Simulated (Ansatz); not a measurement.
# ZnInGaO4: the cost of one run

Program: Ansatz 0.2.0. Level of theory: DFT PBE, scalar-relativistic, plane waves, PAW. These are calculated values, not measurements.

1 further run of the same task is left out (set aside as unsound or not needed). Runs told in other sessions of the task aren't counted.

## 1. The structure to begin with

Symmetry: R3m, No. 160, trigonal system. The conventional cell has a = 3.361 Å, b = 3.361 Å, c = 26.140 Å, α = 90.00°, β = 90.00°, γ = 120.00°. Zn (site symmetry 3m) is surrounded by 4 O at 2.01 to 2.02 Å. In (site symmetry 3m) has 6 O at 2.22 to 2.23 Å in its first shell of neighbours. Around Ga (site symmetry 3m) lie 5 O at 1.94 to 2.00 Å. O (site symmetry 3m) is surrounded by 1 Zn at 2.01 Å and 3 In at 2.22 Å. O (site symmetry 3m) is surrounded by 1 Ga at 1.98 Å and 3 In at 2.23 Å. O (site symmetry 3m) has 3 Ga at 1.94 Å in its first shell of neighbours. O (site symmetry 3m) is surrounded by 1 Ga at 2.00 Å and 3 Zn at 2.02 Å.

As a file:

```
CELL_PARAMETERS angstrom
1.68033 0.97014 8.71341
-1.68033 0.97014 8.71341
0.00000 -1.94027 8.71341
ATOMIC_POSITIONS crystal
Zn 0.21838 0.21838 0.21838
In 0.00277 0.00277 0.00277
Ga 0.78703 0.78703 0.78703
O 0.29514 0.29514 0.29514
O 0.71136 0.71136 0.71136
O 0.12172 0.12172 0.12172
O 0.86360 0.86360 0.86360
```

It goes back to an entry of the Materials Project, which need not be the stable form.

No relaxation comes first: the listed cell is the starting point.

## 2. The reference cell

Reference values: F = -14971.0807 eV; pressure -0.60 GPa; largest force 0.073 eV/Å; gap on the mesh 1.07 eV. It was computed beforehand with the settings of the runs below.

## 3. The scan: random displacements

All atoms are moved at random with no net shift, in some cells together with a random strain.

## 4. At rms move = 0.050 Å

Contents of input.yaml:

```yaml
crystal:
  lattice:
    - [1.3903295745, 1.0771516835, 7.7610859977]
    - [-1.952723508, 0.951443018, 7.8835364323]
    - [-0.3900638646, -1.8852760908, 7.8063543412]
  atoms:
    - { symbol: Zn, position: [0.2334237041, 0.2308448888, 0.1935606868] }
    - { symbol: In, position: [-0.0023634059, 0.0102126069, -0.0036661121] }
    - { symbol: Ga, position: [0.7898746885, 0.7852784501, 0.7894324744] }
    - { symbol: O, position: [0.2989670898, 0.3005268284, 0.2846160524] }
    - { symbol: O, position: [0.6932049962, 0.7120448704, 0.7280288712] }
    - { symbol: O, position: [0.1189948215, 0.1113637867, 0.1364886041] }
    - { symbol: O, position: [0.8678991057, 0.8497295687, 0.8715404233] }
basis:
  ecutwfc: 420
kpoints:
  mp_grid: { grid: [12, 12, 12] }
hamiltonian:
  xc: pbe
scf:
  occupations: { method: gaussian, width: 0.05 }
output:
  forces: true
  stress: true
  eigenvalues: true
```

The run is started by

```
> ansatz run input.yaml --threads 2 --pin off --max-ram 5120MiB --backend cpu --events-out ev --progress --plain --runs-dir out
```

What time and memory should one allow on 2 threads of Intel Xeon 6975P-C (Granite Rapids), shared host?

About 55 s, with a peak of 1.9 GiB.
